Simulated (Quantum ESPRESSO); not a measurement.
WC (Qusongite), 2 atoms in the cell. It takes space group P-6m2 (No. 187, hexagonal). The conventional cell has a = 2.907 Å, b = 2.907 Å, c = 2.837 Å, α = 90.00°, β = 90.00°, γ = 120.00°. Around W (site symmetry -6m2) lie 6 C at 2.20 Å. C (site symmetry -6m2) is surrounded by 6 W at 2.20 Å. 

```yaml
Program: Quantum ESPRESSO 7.5
Task: phonons
Functional: PBE
Potentials_or_basis: PseudoDojo 0.4.1 SR PBE standard
Cutoff: 1116 eV
Density_cutoff: 4463 eV
k_mesh: 8 × 8 × 8
Occupations: cold, width 0.2 eV
Spin: no spin polarisation
Target_pressure: 20 GPa
Mixing_beta: 0.5
Most_SCF_iterations: 120
SCF_threshold: 4e-10 Ry
```

Potentials or basis: PseudoDojo 0.4.1 SR PBE standard.

Launch:

```console
$ OMP_NUM_THREADS=1 pw.x -in pw.in > pw.out
$ OMP_NUM_THREADS=1 pw.x -in relax.in > relax.out
$ OMP_NUM_THREADS=1 pw.x -in scf2.in > scf2.out
$ OMP_NUM_THREADS=1 ph.x -in ph.in > ph.out
$ OMP_NUM_THREADS=1 dynmat.x -in dynmat.in > dynmat.out
```

Hardware: 1 thread of Intel(R) Xeon(R) Platinum 8175M CPU @ 2.50GHz (Skylake/Cascade Lake), with other jobs on the host.

Estimate the wall time of this run.

It took 4.4 min on 1 thread of Intel(R) Xeon(R) Platinum 8175M CPU @ 2.50GHz (Skylake/Cascade Lake), with other jobs on the host, peak memory 0.07 GiB. Counts: scf iterations 56, k pools 1, bands 15, ion steps 5, k points 50, g dense 14023.
